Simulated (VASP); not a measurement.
Set up this calculation in VASP 6.6.1, as the native input.

```yaml
Task: single point
Functional: PBEsol
Potentials_or_basis: VASP PAW PBE potentials, release 64 (Mn_pv)
Cutoff: 520 eV
k_mesh: 21 × 21 × 6
Occupations: gaussian, width 0.1 eV
Spin: no spin polarisation
Dipole_correction: no
Further_INCAR_settings: ALGO = Fast; EDIFF = 1e-06; NBANDS = 34
```

The structure of Mn lies in POSCAR:

```
Mn
1.0
    2.4534177585      0.0000000000      0.0000000000
   -1.2267088793      2.1247221049      0.0000000000
    0.0000000000      0.0000000000      7.9179604738
Mn
4
Direct
    0.0000000000      0.0000000000      0.0000000000
    0.0000000000      0.0000000000      0.5000000000
    0.3333333333      0.6666666667      0.7500000000
    0.6666666667      0.3333333333      0.2500000000
```

The cell was built by a generator and needn't be a form met in nature.

One way to write it, as run:

INCAR

```
SYSTEM = Mn
PREC = Accurate ; ENCUT = 520
EDIFF = 1E-6 ; ISMEAR = 0
SIGMA = 0.1 ; LREAL = .False.
LASPH = .True. ; NELM = 100
ALGO = Fast ; ISIF = 2
LWAVE = .False. ; LCHARG = .False.
GGA = PS ; NBANDS = 34
```

KPOINTS

```
regular mesh
0
Gamma
  21 21 6
  0 0 0
```

Potentials or basis: VASP PAW PBE potentials, release 64 (Mn_pv).

Command:

```sh
$ cat potpaw_PBE.64/Mn_pv/POTCAR > POTCAR
$ mpirun -np 1 vasp_std > vasp.out
```

It gave:

| Quantity | Value |
| --- | --- |
| Pressure | -0.1 GPa |
| Band gap on the k mesh | none (metal or under the smearing width) |

Caveat: the PAW data sets were made with another functional, which shifts forces and pressure a little; the run has no spin polarisation, though such a crystal can be magnetic.

Wall time 3.8 min on 1 thread of Intel(R) Xeon(R) Platinum 8488C (Sapphire Rapids), on a shared host, peak memory 0.29 GiB.
